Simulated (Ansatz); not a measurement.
**Elastic constants of TaN: input and output**

Level of theory: DFT PBE, scalar-relativistic, plane waves, PAW (Ansatz 0.2.0).

Launched with:
```bash
ansatz run input.yaml --threads 1 --pin off --max-ram 3072MiB --backend cpu --events-out ev --progress --plain --runs-dir out
```

Input (bare energies are in eV):
```yaml
crystal:
  lattice:
    - [3.1541941888, 0.0, 0.0]
    - [-1.5770970944, 2.7316122959, 0.0]
    - [0.0, 0.0, 6.0997039666]
  atoms:
    - { symbol: Ta, position: [0.3333333333, 0.6666666667, 0.0301068635] }
    - { symbol: Ta, position: [0.6666666667, 0.3333333333, 0.5301068635] }
    - { symbol: "N", position: [0.3333333333, 0.6666666667, 0.3548931365] }
    - { symbol: "N", position: [0.6666666667, 0.3333333333, 0.8548931365] }
basis:
  ecutwfc: 420
kpoints:
  mp_grid: { grid: [18, 18, 8] }
hamiltonian:
  xc: pbe
scf:
  occupations: { method: fermi_dirac, width: 0.15 }
output:
  forces: true
  stress: true
  eigenvalues: true
elastic:
  mode: relaxed_ion
  amplitude: 0.005
  stencil: two_point
```

From the output:
```
--- Elastic constants: 3 strain directions × 2 members + reference (group order 12) ---
  dense FFT box of the reference and of every strained cell: 24×24×45
  strains applied: 11, 33, 23; error gains: componentwise 1.00 (the most a stress slope's error grows in a printed constant), spectral 1.41 (1 for all six strains in a standard setting)
  C = ∂σ_k/∂η_j (tension-positive GPa; Voigt order 11 22 33 23 13 12):
       317.408    165.874    202.290     -0.000      0.000     -0.000
       165.874    317.408    202.290     -0.000      0.000     -0.000
       202.221    202.221    521.346     -0.000      0.000     -0.000
         0.000     -0.000      0.000     53.281      0.000      0.000
        -0.000      0.000     -0.000     -0.000     53.281      0.000
         0.000     -0.000      0.000      0.000      0.000     75.767
  reference stress σ⁰ (GPa):     -0.000     -0.000      0.001      0.000     -0.000     -0.000
  C* (energy form; C + prestress term) asymmetry max|C*_kj − C*_jk| = 6.825e-2 GPa — a small one proves nothing (zero by symmetry where the batch's group is 432, −43m or m−3m); a large one is finite-difference/SCF noise where every solve ...
  moduli (Voigt/Reuss/Hill, GPa): K = 255.21/237.31/246.26   G = 75.52/68.56/72.04   E = 196.91   ν = 0.367
  mechanically stable: yes (min eigenvalue of sym C = 53.28 GPa)
  strain η (Voigt 11):  stress-route row diagonal C_11 = 317.41 GPa, energy-path curvature d²(F+E_count+ΔE)/dδ²/Ω₀ = 317.39 GPa
         δ    σ_11 (GPa) F (eV) n_scf n_hpsi n_pw
    -5.000e-3      -1.6058      -20635.5803083       3  120672   1040   relax 6 steps, max|allowed force component| 1.88e-6 eV/Å
     5.000e-3       1.5683      -20635.5803297       3  120462   1056   relax 4 steps, max|allowed force component| 3.81e-5 eV/Å
  strain η (Voigt 33):  stress-route row diagonal C_33 = 521.35 GPa, energy-path curvature d²(F+E_count+ΔE)/dδ²/Ω₀ = 521.30 GPa
         δ    σ_33 (GPa) F (eV) n_scf n_hpsi n_pw
    -5.000e-3      -2.6298      -20635.5794570       3   49004   1036   relax 5 steps, max|allowed force component| 1.57e-6 eV/Å
     5.000e-3       2.5837      -20635.5795086       3   48959   1056   relax 4 steps, max|allowed force component| 3.63e-8 eV/Å
  strain η (Voigt 23):  stress-route row diagonal C_44 = 53.28 GPa, energy-path curvature d²(F+E_count+ΔE)/dδ²/Ω₀ = 53.27 GPa
         δ    σ_23 (GPa) F (eV) n_scf n_hpsi n_pw
    -5.000e-3      -0.2664      -20635.5814032      10  321929   1044   relax 4 steps, max|allowed force component| 1.67e-5 eV/Å
     5.000e-3       0.2664      -20635.5814032      10  321711   1044   relax 5 steps, max|allowed force component| 2.74e-5 eV/Å
```

The run took 12 min on 1 thread of Intel(R) Xeon(R) 6975P-C (Granite Rapids), with other jobs on the host, peak memory 1.1 GiB.

In a metal, frequencies and elastic constants depend on the k mesh and the smearing, soft modes and shear constants most. Spin–orbit coupling is left out, which matters for heavy elements. A semilocal functional can close a gap that the real compound has.

This wurtzite form isn't the usual stable structure of the compound.